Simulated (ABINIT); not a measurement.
AgBr:

```
CELL_PARAMETERS angstrom
0.00000 2.87015 2.87015
2.87015 0.00000 2.87015
2.87015 2.87015 0.00000
ATOMIC_POSITIONS crystal
Ag 0.00000 0.00000 0.00000
Br 0.50000 0.50000 0.50000
```

Base run:

| Property | Result |
| --- | --- |
| Program | ABINIT 10.8.3 (patched build) |
| Functional | SOGGA |
| Potentials or basis | JTH PAW PBE v2.0 |
| Cutoff | 463 eV |
| k mesh | 8 × 8 × 8 |
| Occupations | fermi-dirac, width 0.05 eV |
| Spin | spin-orbit coupling, no magnetisation |

Its results: band gap on the k mesh 0.39 eV, indirect (least direct gap 2.26 eV); pressure -2.5 GPa.

**Question.** The run is repeated on the same cell with these changes: functional from SOGGA to RPBE. What comes out?

**Answer.** Band gap on the k mesh 0.75 eV, indirect (least direct gap 2.59 eV); pressure 5.1 GPa.

RPBE binds less tightly than SOGGA, so the same cell stands under more pressure.

Caveats: the PAW data sets were made with another functional, which shifts forces and pressure a little.
